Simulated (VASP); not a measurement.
# Ag (Fm-3m) in VASP: a series of runs, part 2 of 2

VASP 6.6.1.

### Step 4. Optical spectrum, BLYP (cell strained at random at fixed volume)

Contents of INCAR:

```
PREC = Accurate ; ENCUT = 500
EDIFF = 1E-6 ; ISMEAR = 0
SIGMA = 0.01 ; LREAL = F
LASPH = T ; NELM = 80
ALGO = Normal ; ISIF = 2
LWAVE = F ; LCHARG = F
GGA = B5 ; ALDAX = 1.0
AGGAX = 1.0 ; AGGAC = 1.0
ALDAC = 0.0 ; LOPTICS = T
NBANDS = 54 ; NEDOS = 1000
CSHIFT = 0.05
```

Contents of KPOINTS:

```
Automatic mesh
0
Gamma
  11 11 11
```

Contents of POSCAR:

```
Ag
1.0
   -0.0461030000      2.0572090000      2.0726950000
    2.0307820000      0.0052840000      2.0213070000
    2.0322150000      2.0072550000      0.0038510000
Ag
1
Direct
    0.0000000000      0.0000000000      0.0000000000
```

Potentials or basis: VASP PAW PBE potentials, release 54 (Ag).

Started as:

```
$ cat potpaw_PBE.54/Ag/POTCAR > POTCAR
$ mpirun -np 1 vasp_std > vasp.out
```

OUTCAR:

```text
PREC = Accurate
   ENCUT = 500
   EDIFF = 1E-6
   ISMEAR = 0
   LREAL = F
   LASPH = T
   NELM = 80
   ISIF = 2
   GGA = B5

 ion  position               nearest neighbor table
   1  0.000  0.000  0.000-

  LATTYP: Found a triclinic cell.
 ALAT       =     2.8652723152
 B/A-ratio  =     0.9919425550
 C/A-ratio  =     1.0193333218
 COS(alpha) =     0.0076091638
 COS(beta)  =     0.4907443631
 COS(gamma) =     0.4990902880

  Lattice vectors:

 A1 = (  -2.0307820000,  -0.0052840000,  -2.0213070000)
 A2 = (   0.0014330000,   2.0019710000,  -2.0174560000)
 A3 = (   0.0461030000,  -2.0572090000,  -2.0726950000)

Analysis of symmetry for initial positions (statically):
=====================================================================
 Subroutine PRICEL returns:
 Original cell was already a primitive cell.

 Routine SETGRP: Setting up the symmetry group for a
 triclinic supercell.

 Subroutine GETGRP returns: Found  2 space group operations
 (whereof  2 operations were pure point group operations)
 out of a pool of  2 trial point group operations.

The static configuration has the point symmetry S_2 .

[... 671 lines left out ...]
 -----------------------------------------------------------------------------------
      0.00000      0.00000      0.00000         0.000000      0.000000     -0.000000
 -----------------------------------------------------------------------------------
    total drift:                                0.000000      0.000000     -0.000000

  FREE ENERGIE OF THE ION-ELECTRON SYSTEM (eV)
  ---------------------------------------------------
  free  energy   TOTEN  =        -2.0144838067 eV

  energy  without entropy=       -2.0144627463  energy(sigma->0) =       -2.01447328

 electrical conductivity sigma (Mega S m-1) (frequency dependency in vasprun.xml)
  --------------------------------------------------------------------------------------
       0.672      -0.042      -0.036
      -0.042       0.111      -0.037
      -0.036      -0.037       0.114

  frequency dependent IMAGINARY DIELECTRIC FUNCTION (independent particle, no local field effects) density-density
     E(ev)      X         Y         Z        XY        YZ        ZX
  --------------------------------------------------------------------------------------------------------------
     0.00000     0.00000     0.00000     0.00000     0.00000     0.00000     0.00000
     1.34244     0.00000     0.00000     0.00000    -0.00000    -0.00001     0.00000
     2.68487     0.00000     0.00000     0.00000    -0.00000    -0.00000     0.00000
     4.02731     5.62759     5.42105     4.79124    -0.80078     0.56717    -0.05596
     5.36974     2.94546     2.54077     2.94887    -0.56085     0.12240    -0.44860
     6.71218     2.49700     1.47476     1.96173    -0.12025     0.13722    -0.20866
[... 92 lines left out ...]
   131.55866     0.00000     0.00000     0.00000    -0.00000    -0.00000     0.00000
   132.90110     0.00000     0.00000     0.00000    -0.00000    -0.00000     0.00000

  frequency dependent      REAL DIELECTRIC FUNCTION (independent particle, no local field effects) density-density
     E(ev)        X           Y           Z          XY          YZ          ZX
  --------------------------------------------------------------------------------------------------------------
     0.00000     4.76403     4.73649     4.74002    -0.27321     0.25661    -0.26635
     1.34244     5.02726     4.99702     5.00015    -0.33593     0.31605    -0.32708
     2.68487     6.82582     6.79041     6.78284    -1.07634     1.02155    -1.04105
     4.02731     4.27696     4.22552     4.54431    -0.02583     0.24906     0.34669
     5.36974     2.42698     2.37242     2.47354     0.49430    -0.27675     0.50968
     6.71218     1.46644     1.74333     1.48559     0.04571    -0.07581     0.11013
[... 92 lines left out ...]
   131.55866     0.93280     0.93285     0.93284     0.00017    -0.00016     0.00016
   132.90110     0.93439     0.93444     0.93442     0.00016    -0.00015     0.00016

  frequency dependent IMAGINARY DIELECTRIC FUNCTION (independent particle, no local field effects) current-current
     E(ev)      X         Y         Z        XY        YZ        ZX
  --------------------------------------------------------------------------------------------------------------
     0.00000     0.00000     0.00000     0.00000    -0.20009     0.18828    -0.19428
     1.34244     0.00000     0.00000     0.00000    -0.03017     0.02842    -0.02921
     2.68487     0.00000     0.00000     0.00000    -0.15903     0.15232    -0.15339
     4.02731     5.65779     5.37902     4.76971    -0.79624     0.60852    -0.26183
     5.36974     2.94390     2.55864     2.95345    -0.50976     0.18863    -0.35448
     6.71218     2.50027     1.47319     1.95780    -0.12819     0.09210    -0.18051
[... 92 lines left out ...]
   131.55866     0.00000     0.00000     0.00000     0.00000     0.00000    -0.00000
   132.90110     0.00000     0.00000     0.00000     0.00000     0.00000    -0.00000

  frequency dependent      REAL DIELECTRIC FUNCTION (independent particle, no local field effects) current-current
     E(ev)        X           Y           Z          XY          YZ          ZX
  --------------------------------------------------------------------------------------------------------------
     0.00000     4.76081     4.73237     4.73676    -0.26779     0.25210    -0.26006
     1.34244     5.02036     4.98926     4.99335    -0.32879     0.30963    -0.31881
     2.68487     6.80129     6.76584     6.75976    -1.05245     0.99816    -1.01455
     4.02731     4.14764     4.08109     4.41607    -0.01501     0.24151     0.34303
     5.36974     2.35975     2.30993     2.40862     0.49599    -0.28342     0.51512
     6.71218     1.42622     1.71758     1.45294     0.04481    -0.07555     0.11289
[... 92 lines left out ...]
   131.55866     0.93281     0.93286     0.93284     0.00016    -0.00015     0.00016
   132.90110     0.93439     0.93444     0.93443     0.00016    -0.00015     0.00016
```

OSZICAR:

```text
N       E                     dE             d eps       ncg     rms          rms(c)
DAV:   1     0.925230219237E+02    0.92523E+02   -0.29013E+03 72332   0.179E+02
DAV:   2     0.314408230682E+01   -0.89379E+02   -0.80091E+02 82778   0.838E+01
DAV:   3    -0.227211133514E+01   -0.54162E+01   -0.53430E+01 85754   0.202E+01
DAV:   4    -0.228019725859E+01   -0.80859E-02   -0.80848E-02 82062   0.729E-01
DAV:   5    -0.228019808594E+01   -0.82735E-06   -0.82880E-06 82592   0.841E-03    0.507E+00
DAV:   6    -0.202724429924E+01    0.25295E+00   -0.61933E-01 79764   0.197E+00    0.308E+00
DAV:   7    -0.201793823270E+01    0.93061E-02   -0.61467E-03 82920   0.196E-01    0.172E+00
DAV:   8    -0.201447190658E+01    0.34663E-02   -0.47595E-04 81814   0.472E-02    0.581E-02
DAV:   9    -0.201448077677E+01   -0.88702E-05   -0.77233E-06 81630   0.693E-03    0.170E-02
DAV:  10    -0.201448375710E+01   -0.29803E-05   -0.23557E-06 82596   0.392E-03    0.912E-04
DAV:  11    -0.201448380667E+01   -0.49565E-07   -0.11231E-08 49434   0.320E-04
   1 F= -.20144838E+01 E0= -.20144733E+01  d E =-.210603E-04
 imaginary and real dielectric function
```

Run time: 2.6 min. Hardware: 1 thread of Intel Xeon 6975P-C (Granite Rapids), shared host; peak memory 0.6 GiB.

What came out:

| Quantity | Value |
| --- | --- |
| Free energy | -2.0145 eV |
| Pressure | 12.5 GPa |
| Band gap on the k mesh | none (metal or under the smearing width) |

Stress tensor (GPa, compression positive):
```
12.41  0.91  0.88
 0.91 12.61 -1.34
 0.88 -1.34 12.41
```

Levels at points of the mesh, in eV from the Fermi level:
| k point | band 3 | band 4 | band 5 | band 6 | band 7 | band 8 | band 9 | band 10 |
| --- | --- | --- | --- | --- | --- | --- | --- | --- |
| (0.00, 0.00, 0.00) | -5.17 | -5.10 | -4.19 | -4.12 | 15.90 | 18.61 | 19.68 | 19.86 |

Dielectric function (mean over the directions given):
```
energy (eV)  real part  imaginary part
       0.27       4.76            0.00
       1.21       4.95            0.00
       2.28       5.80            0.00
       3.36       5.99            3.81
       4.30       4.01            2.05
       5.37       2.42            2.81
       6.44       1.73            2.83
       7.38       1.66            2.13
       8.46       2.71            2.72
       9.53       1.99            1.07
      10.47       2.05            2.29
      11.54       1.92            1.58
      12.62       1.93            1.84
      13.56       1.82            1.90
      14.63       1.07            1.70
      15.71       0.87            1.52
      16.65       1.16            1.33
      17.72       1.12            0.97
      18.79       1.08            0.83
      19.87       1.77            1.20
```

Caveat: spectra need much finer meshes, so this one isn't converged; these spectra lack excitons; the intraband (Drude) part of a metal's response may be missing; the PAW data sets were made with another functional, which shifts forces and pressure a little.

### Step 5. Band structure, TB-mBJ

Contents of POSCAR:

```
Ag
1.0
    0.0000000000      2.0427500000      2.0427500000
    2.0427500000      0.0000000000      2.0427500000
    2.0427500000      2.0427500000      0.0000000000
Ag
1
Direct
    0.0000000000      0.0000000000      0.0000000000
```

Contents of INCAR.step1:

```
SYSTEM = Ag
PREC = Accurate
ENCUT = 520
EDIFF = 1E-5
ISMEAR = -1
SIGMA = 0.05
LREAL = .FALSE.
LASPH = .TRUE.
NELM = 80
ALGO = Normal
ISIF = 2
LWAVE = .TRUE.
LCHARG = .FALSE.
LMAXMIX = 4
NBANDS = 12
GGA = PE
```

Contents of INCAR.step2:

```
SYSTEM = Ag
PREC = Accurate
ENCUT = 520
EDIFF = 1E-7
ISMEAR = -1
SIGMA = 0.05
LREAL = .FALSE.
LASPH = .TRUE.
NELM = 80
ALGO = Normal
ISIF = 2
LWAVE = .FALSE.
LCHARG = .FALSE.
LMAXMIX = 4
METAGGA = MBJ
NBANDS = 12
ISTART = 1
```

Contents of KPOINTS:

```
regular mesh
0
G
  11 11 11
  0 0 0
```

Contents of KPOINTS_OPT:

```
path GXWKGLUWLK,UX
15
line-mode
reciprocal
 0.0000000000  0.0000000000  0.0000000000  G
 0.5000000000  0.0000000000  0.5000000000  X

 0.5000000000  0.0000000000  0.5000000000  X
 0.5000000000  0.2500000000  0.7500000000  W

 0.5000000000  0.2500000000  0.7500000000  W
 0.3750000000  0.3750000000  0.7500000000  K

 0.3750000000  0.3750000000  0.7500000000  K
 0.0000000000  0.0000000000  0.0000000000  G

 0.0000000000  0.0000000000  0.0000000000  G
 0.5000000000  0.5000000000  0.5000000000  L

 0.5000000000  0.5000000000  0.5000000000  L
 0.6250000000  0.2500000000  0.6250000000  U

 0.6250000000  0.2500000000  0.6250000000  U
 0.5000000000  0.2500000000  0.7500000000  W

 0.5000000000  0.2500000000  0.7500000000  W
 0.5000000000  0.5000000000  0.5000000000  L

 0.5000000000  0.5000000000  0.5000000000  L
 0.3750000000  0.3750000000  0.7500000000  K

 0.6250000000  0.2500000000  0.6250000000  U
 0.5000000000  0.0000000000  0.5000000000  X
```

Potentials or basis: VASP PAW PBE potentials, release 64 (Ag).

Started as:

```
$ cat potpaw_PBE.64/Ag/POTCAR > POTCAR
$ cp INCAR.step1 INCAR
$ mpirun -np 1 vasp_std > vasp.out
$ cp INCAR.step2 INCAR
$ mpirun -np 1 vasp_std > vasp.out
```

Wall time 35 s (1 thread of Intel Xeon Platinum 8488C (Sapphire Rapids), shared host); peak memory 0.16 GiB.

It converged, with:

* Band gap along the path: none (metal or under the smearing width)

Levels at the corners of the path, in eV from the Fermi level:
| point | band 1 | band 2 | band 3 | band 4 | band 5 | band 6 | band 7 | band 8 | band 9 | band 10 |
| --- | --- | --- | --- | --- | --- | --- | --- | --- | --- | --- |
| Γ | -7.85 | -5.62 | -5.62 | -5.62 | -4.67 | -4.67 | 15.42 | 19.13 | 19.13 | 19.13 |
| X | -7.14 | -7.03 | -3.95 | -3.70 | -3.70 | 1.57 | 6.39 | 10.54 | 10.54 | 16.78 |
| X | -7.14 | -7.03 | -3.95 | -3.70 | -3.70 | 1.57 | 6.39 | 10.54 | 10.54 | 16.78 |
| W | -6.43 | -5.83 | -5.83 | -4.65 | -3.70 | 5.78 | 5.78 | 6.83 | 7.77 | 22.24 |
| W | -6.43 | -5.83 | -5.83 | -4.65 | -3.70 | 5.78 | 5.78 | 6.83 | 7.77 | 22.24 |
| K | -6.74 | -6.31 | -4.87 | -4.45 | -3.97 | 4.11 | 5.06 | 6.80 | 12.63 | 16.39 |
| K | -6.74 | -6.31 | -4.87 | -4.45 | -3.97 | 4.11 | 5.06 | 6.80 | 12.63 | 16.39 |
| Γ | -7.85 | -5.62 | -5.62 | -5.62 | -4.67 | -4.67 | 15.42 | 19.13 | 19.13 | 19.13 |
| Γ | -7.85 | -5.62 | -5.62 | -5.62 | -4.67 | -4.67 | 15.42 | 19.13 | 19.13 | 19.13 |
| L | -7.01 | -5.65 | -5.65 | -3.91 | -3.91 | -0.50 | 3.26 | 14.65 | 17.69 | 17.69 |
| L | -7.01 | -5.65 | -5.65 | -3.91 | -3.91 | -0.50 | 3.26 | 14.65 | 17.69 | 17.69 |
| U | -6.74 | -6.31 | -4.87 | -4.45 | -3.97 | 4.11 | 5.06 | 6.80 | 12.63 | 16.39 |
| U | -6.74 | -6.31 | -4.87 | -4.45 | -3.97 | 4.11 | 5.06 | 6.80 | 12.63 | 16.39 |
| W | -6.43 | -5.83 | -5.83 | -4.65 | -3.70 | 5.78 | 5.78 | 6.83 | 7.77 | 22.24 |
| W | -6.43 | -5.83 | -5.83 | -4.65 | -3.70 | 5.78 | 5.78 | 6.83 | 7.77 | 22.24 |
| L | -7.01 | -5.65 | -5.65 | -3.91 | -3.91 | -0.50 | 3.26 | 14.65 | 17.69 | 17.69 |
| L | -7.01 | -5.65 | -5.65 | -3.91 | -3.91 | -0.50 | 3.26 | 14.65 | 17.69 | 17.69 |
| K | -6.74 | -6.31 | -4.87 | -4.45 | -3.97 | 4.11 | 5.06 | 6.80 | 12.63 | 16.39 |
| U | -6.74 | -6.31 | -4.87 | -4.45 | -3.97 | 4.11 | 5.06 | 6.80 | 12.63 | 16.39 |
| X | -7.14 | -7.03 | -3.95 | -3.70 | -3.70 | 1.57 | 6.39 | 10.54 | 10.54 | 16.78 |

Caveat: the PAW data sets were made with another functional, which shifts forces and pressure a little.

### Step 6. Band structure, TB-mBJ, spin-orbit coupling, no magnetisation

POSCAR is that of step 5.

Contents of INCAR.step1:

```
SYSTEM = Ag
PREC     = Accurate       ! precision mode
ENCUT    = 520            ! plane-wave cutoff, eV
EDIFF    = 1E-5           ! SCF threshold, eV
ISMEAR   = -1             ! smearing method
SIGMA    = 0.05           ! smearing width, eV
LREAL    = .FALSE.        ! projectors in reciprocal space
LASPH    = .TRUE.         ! aspherical terms in the spheres
NELM     = 100            ! most SCF steps
ALGO     = Normal         ! electronic algorithm
ISIF     = 2              ! what is computed and relaxed
LWAVE    = .TRUE.         ! write WAVECAR
LCHARG   = .FALSE.        ! write CHGCAR
MAGMOM   = 0 0 0          ! initial moments
LORBIT   = 11             ! projections on sites
LSORBIT  = .TRUE.         ! spin-orbit coupling
GGA_COMPAT= .FALSE.      
LMAXMIX  = 4              ! l up to which the mixer works
GGA      = PE             ! functional
```

Contents of INCAR.step2:

```
SYSTEM = Ag
PREC     = Accurate       ! precision mode
ENCUT    = 520            ! plane-wave cutoff, eV
EDIFF    = 1E-6           ! SCF threshold, eV
ISMEAR   = -1             ! smearing method
SIGMA    = 0.05           ! smearing width, eV
LREAL    = .FALSE.        ! projectors in reciprocal space
LASPH    = .TRUE.         ! aspherical terms in the spheres
NELM     = 100            ! most SCF steps
ALGO     = Normal         ! electronic algorithm
ISIF     = 2              ! what is computed and relaxed
LWAVE    = .FALSE.        ! write WAVECAR
LCHARG   = .FALSE.        ! write CHGCAR
MAGMOM   = 0 0 0          ! initial moments
LORBIT   = 11             ! projections on sites
LSORBIT  = .TRUE.         ! spin-orbit coupling
GGA_COMPAT= .FALSE.      
LMAXMIX  = 4              ! l up to which the mixer works
METAGGA  = MBJ            ! meta-GGA
ISTART   = 1
```

Contents of KPOINTS:

```
Automatic mesh
0
G
  8 8 8
  0 0 0
```

Changes to KPOINTS_OPT since step 5:

```diff
@@ -1,3 +1,3 @@
 path GXWKGLUWLK,UX
-15
+10
 line-mode
```

Potentials or basis: VASP PAW PBE potentials, release 64 (Ag).

Started as:

```
$ cat potpaw_PBE.64/Ag/POTCAR > POTCAR
$ cp INCAR.step1 INCAR
$ mpirun -np 1 vasp_ncl > vasp.out
$ cp INCAR.step2 INCAR
$ mpirun -np 1 vasp_ncl > vasp.out
```

Run time: 75 s. Hardware: 1 thread of Intel Xeon Platinum 8488C (Sapphire Rapids), shared host; peak memory 0.21 GiB.

The run converged. Its results:

- Valence electrons inside the program's atomic spheres: Ag 9.84

Caveat: the PAW data sets were made with another functional, which shifts forces and pressure a little.

### Step 7. For comparison

An earlier run on the cell as given: functional PBEsol; potentials or basis VASP PAW PBE potentials, release 64 (Ag); cutoff 520 eV; k mesh 11 × 11 × 11; occupations fermi-dirac, width 0.05 eV; no spin polarisation.

- Pressure: -3.1 GPa
- Band gap on the k mesh: none (metal or under the smearing width)

### Step 8. Overview

```csv
task,level,potentials or basis,spin,U,cell,k mesh,cutoff (eV),smearing,LDAUTYPE,hund's J,ladder,gap on the mesh (eV),pressure (GPa)
band structure,MS2,"VASP PAW PBE potentials, release 64 (Ag)",off,-,as given,11 × 11 × 11,520,fermi-dirac 0.05 eV,-,-,-,-,-1.9
band structure,RPBE+D3+U,"VASP PAW PBE potentials, release 64 (Ag)",off,"Ag d U = 6.2 eV, J = 0.5 eV",as given,11 × 11 × 11,520,methfessel-paxton 0.2 eV,2,0.5,-,-,3.6
optical spectrum,BLYP,"VASP PAW PBE potentials, release 54 (Ag)",off,-,cell strained at random at fixed volume,11 × 11 × 11,500,gaussian 0.01 eV,-,-,-,none,12.5
band structure,TB-mBJ,"VASP PAW PBE potentials, release 64 (Ag)",off,-,as given,11 × 11 × 11,520,fermi-dirac 0.05 eV,-,-,-,-,-
band structure,TB-mBJ,"VASP PAW PBE potentials, release 64 (Ag)","SOC, no magnetisation",-,as given,8 × 8 × 8,520,fermi-dirac 0.05 eV,-,-,-,-,-
single point,PBEsol,"VASP PAW PBE potentials, release 64 (Ag)",off,-,as given,11 × 11 × 11,520,fermi-dirac 0.05 eV,-,-,free,none,-3.1
```

Caveats: the PAW data sets were made with another functional, which shifts forces and pressure a little; U without spin polarisation on a metal has little footing (some runs); pairwise dispersion overbinds metals, which lowers pressure and volume (some runs); the U is typed as a test and isn't derived for this compound (some runs); spectra need much finer meshes, so this one isn't converged (some runs); these spectra lack excitons (some runs); the intraband (Drude) part of a metal's response may be missing (some runs).

Total energies depend on the potentials used, so only differences within one code and one set of settings carry meaning.
